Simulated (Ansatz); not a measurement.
**CdTe: the band gap up the ladder of functionals**

An exercise on one series of results from a longer session: the logs are not shown, and one member is left open.

Program: Ansatz 0.2.0. PAW datasets, plane waves. Spin-unpolarised throughout; all numbers are computed.

## The structure to begin with

The cell was relaxed beforehand with r2SCAN.

The symmetry is F-43m (No. 216, cubic); conventional cell a = 6.560 Å, 35.29 Å³ an atom. Around Cd lie 4 Te at 2.84 Å; around Te lie 4 Cd at 2.84 Å.

Coordinates:

Space group F-43m (No. 216). a = 6.560 Å, b = 6.560 Å, c = 6.560 Å, α = 90.00°, β = 90.00°, γ = 90.00°
```tsv
atom	site	symmetry	x	y	z
Cd	4a	-43m	0.0000	0.0000	0.0000
Te	4d	-43m	0.2500	0.2500	0.7500
```

The first run:

The input, input.yaml:

```yaml
crystal:
  lattice:
    - [0.0, 3.2799551162, 3.2799551162]
    - [3.2799551162, 0.0, 3.2799551162]
    - [3.2799551162, 3.2799551162, 0.0]
  atoms:
    - { symbol: Cd, position: [0.0, 0.0, 0.0] }
    - { symbol: Te, position: [0.25, 0.25, 0.25] }
kpoints:
  mp_grid: { grid: [6, 6, 6] }
  band_path:
    path:
      - [[0.0, 0.0, 0.0], [-0.5, -0.5, -7.146046369803e-34], [-0.375, -0.375, 0.25]]
      - [[-0.375, 2.246227995312e-17, 0.375], [0.0, 0.0, 0.0], [-6.464309036544e-18, -6.464309036544e-18, 0.5], [-0.5, -0.25, 0.25], [-0.5, -0.5, -7.146046369803e-34]]
    npoints: 10
hamiltonian:
  xc: pbe
scf:
  occupations: { method: fermi_dirac, width: 0.02 }
  n_extra_bands: 4
output:
  forces: true
  stress: true
  eigenvalues: true
```

Command:

```
$ ansatz run input.yaml --threads 2 --pin off --max-ram 2211MiB --backend cpu --events-out ev --progress --plain --runs-dir out
```

Among the steps run: PBE band path; r2SCAN; Single point with HSE06; PBE+SOC at the same geometry; Quasiparticle levels, G0W0@PBE; PBE0 at the same geometry.

One of the session's tables, all rows but one given; the rest of the session is left out.

| level | gap (eV) |
| --- | --- |
| PBE | 0.66 |
| r2SCAN | 1.16 |
| HSE06 | 1.53 |
| PBE+SOC | 0.39 |
| G0W0@PBE (210 empty bands) | ? |
| PBE0 | 2.16 |

Estimate the missing values for G0W0@PBE (210 empty bands).

As computed: gap (eV): 1.23. In the column «gap (eV)» it lies between r2SCAN (1.16) and HSE06 (1.53).

Meshes: PBE 6×6×6, r2SCAN 6×6×6, HSE06 4×4×4, PBE+SOC 6×6×6, PBE0 4×4×4

To keep in mind: Warnings in the runs' records: stress exchange threshold loose, stress scf threshold loose.
